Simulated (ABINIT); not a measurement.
A run of ABINIT 10.8.3 (patched build) is set up as follows.

The input run.abi:

```
pp_dirpath "./"
pseudos "In.GGA_PBE-JTH.xml, Se.GGA_PBE-JTH.xml"

acell 3*1.0 Angstrom
rprim
     4.0473293151     0.0000000000     0.0000000000
    -2.0236646576     3.5050900044     0.0000000000
     0.0000000000     0.0000000000    18.0520649100
ntypat 2
znucl 49 34
natom 8
typat 1 1 1 1 2 2 2 2
xcart
    -0.0000000004     4.4157734339     2.6400572816
    -0.0000000004     4.4157734339    31.4734013823
     0.0000000000     0.0000000000    14.4165632284
     0.0000000000     0.0000000000    19.6968954355
    -0.0000000004     4.4157734339    12.0415146448
    -0.0000000004     4.4157734339    22.0719440191
     3.8241719712     2.2078867166     5.0146760356
     3.8241719712     2.2078867166    29.0987826282

ecut 598.650497 eV
pawecutdg 44.0
pawxcdev 0

kptopt 1
ngkpt 8 8 2
nshiftk 1
shiftk 0.0 0.0 0.0

ixc 11

nband 46
occopt 3
tsmear 0.05 eV

nstep 100
tolvrs 1.0e-9

iomode 3
prtwf 0
prteig 0
prtebands 0
prtden 1
prtvha 1
prtvclmb 1
prtpot 1
```

Potentials or basis: JTH PAW PBE v2.0.

Launch:

```sh
$ abinit run.abi > log 2>&1
```

Task: What does it give for the band gap on the k mesh?

Result: 0.72 eV, direct.

Task: What does it give for the largest force?

Result: 0.246 eV/Å.

Forces on the atoms (eV/Å):
```
In   0.000  0.000 -0.121
In   0.000  0.000  0.121
In   0.000  0.000  0.120
In   0.000  0.000 -0.120
Se   0.000  0.000 -0.245
Se   0.000  0.000  0.245
Se   0.000  0.000  0.246
Se   0.000  0.000 -0.246
```

Caveat: spin-orbit coupling is left out, which moves the levels of the heavy elements. A k mesh can miss the band edges.
